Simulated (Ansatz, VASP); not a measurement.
One calculation of WSe2, two programs

The input INCAR:

```
ALGO = Normal
EDIFF = 1E-6
ENCUT = 520
GGA = PS
ISIF = 2
ISMEAR = 0
LASPH = True
LCHARG = False
LREAL = False
LWAVE = False
NBANDS = 20
NELM = 60
PREC = Accurate
SIGMA = 0.05
```

Contents of KPOINTS:

```
k-points
0
Gamma
  9 9 2
```

The input POSCAR:

```
WSe2
1.0
    3.1394039426      0.0000000000      0.0000000000
   -1.5697019713      2.7188035670      0.0000000000
    0.0000000000      0.0000000000     16.6611439352
W Se
1 2
Direct
    0.0000000000      0.0000000000     -0.0010312947
    0.3333333333      0.6666666667      0.1015995001
    0.3333333333      0.6666666667      0.9008012955
```

Input for Ansatz:

```yaml
crystal:
  lattice:
    - [3.1394039426, 0.0, 0.0]
    - [-1.5697019713, 2.718803567, 0.0]
    - [0.0, 0.0, 16.6611439352]
  atoms:
    - { symbol: W, position: [0.0, 0.0, -0.0010312947] }
    - { symbol: Se, position: [0.3333333333, 0.6666666667, 0.1015995001] }
    - { symbol: Se, position: [0.3333333333, 0.6666666667, 0.9008012955] }
basis:
  ecutwfc: 420
kpoints:
  mp_grid: { grid: [9, 9, 2] }
hamiltonian:
  xc: pbesol
  pseudopotentials: { kind: paw, azcp: { folder: soft_1 } }
scf:
  occupations: { method: gaussian, width: 0.05 }
output:
  forces: true
  stress: true
  eigenvalues: true
```

Change from the starting cell: mode 9 frozen in at -0.020 Å, equal normal strain along x and y -0.0400.

Alike in both runs: task single point; functional PBEsol; k mesh 9 × 9 × 2; occupations gaussian, width 0.05 eV; no spin polarisation.

```csv
,VASP,Ansatz
version,VASP 6.6.1,Ansatz 0.2.0
potentials or method,"VASP PAW PBE potentials, release 64 (W_sv, Se)","scalar-relativistic, plane waves, PAW"
plane-wave cutoff (eV),520,420
valence electrons in the cell,26,46
```

```csv
,VASP,Ansatz,Ansatz less VASP
gap on the k mesh at the Fermi level (eV),1.73,1.72,-0.002
least direct gap on the mesh (eV),2.20,2.20,+0.005
rms of the force components (eV/Å),0.766,0.736,-0.0297
```

Atom by atom the forces differ by 0.039 eV/Å (rms over components). With one functional, cell and mesh, what is left measures potentials, basis and numerics. The two sets of potentials don't hold the same shells in valence. Ansatz warned: «pseudo_functional_mismatch».

Caveats: the PAW data sets were made with another functional, which shifts forces and pressure a little (VASP); spin-orbit coupling is left out, which moves the levels of the heavy elements.
